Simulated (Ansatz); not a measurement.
Crystal: Ti.

```
CELL_PARAMETERS angstrom
0.00000 2.03000 2.03000
2.03000 0.00000 2.03000
2.03000 2.03000 0.00000
ATOMIC_POSITIONS crystal
Ti 0.00000 0.00000 0.00000
```

This isn't the form of Ti at room conditions, which is hcp.

| Quantity | Value |
| --- | --- |
| Program | Ansatz 0.2.0 |
| Task | relaxation of cell and atoms |
| Functional | PBEsol |
| Dispersion | D3(BJ) |
| Potentials or basis | Ansatz PAW |
| Cutoff | 420 eV (not typed: the program's choice for these potentials) |
| k mesh | 11 × 11 × 11 |
| Occupations | fermi-dirac, width 0.05 eV |
| Spin | no spin polarisation |

At the start: volume 16.73 Å³/atom.

Question: Where does the relaxation end?

Answer: It ends after 5 steps and the volume is 15.78 Å³/atom (-5.7 %); space group Fm-3m (No. 225, to 0.05 Å).

Step by step:
```csv
step,energy change (eV),largest force (eV/Å),volume (Å³)
1,0.0000,0.0000,16.73
2,-0.0088,0.0000,15.10
3,-0.0206,0.0000,15.83
4,-0.0206,0.0000,15.78
5,-0.0206,0.0000,15.78
```

Final structure:
```cif
data_structure
_symmetry_space_group_name_H-M 'P 1'
_symmetry_Int_Tables_number 1
_cell_length_a 2.8152
_cell_length_b 2.8152
_cell_length_c 2.8152
_cell_angle_alpha 60.000
_cell_angle_beta 60.000
_cell_angle_gamma 60.000
_cell_volume 15.78
loop_
_atom_site_label
_atom_site_type_symbol
_atom_site_fract_x
_atom_site_fract_y
_atom_site_fract_z
_atom_site_occupancy
Ti1 Ti 0.00000 0.00000 0.00000 1
```

Caveat: the plane-wave basis is chosen anew once the cell has moved, so the energies of steps on either side of that aren't comparable; pairwise dispersion overbinds metals, which lowers pressure and volume; the PAW data sets come from PBE, with cores solved anew for the run's functional, which leaves a small shift of forces and pressure.
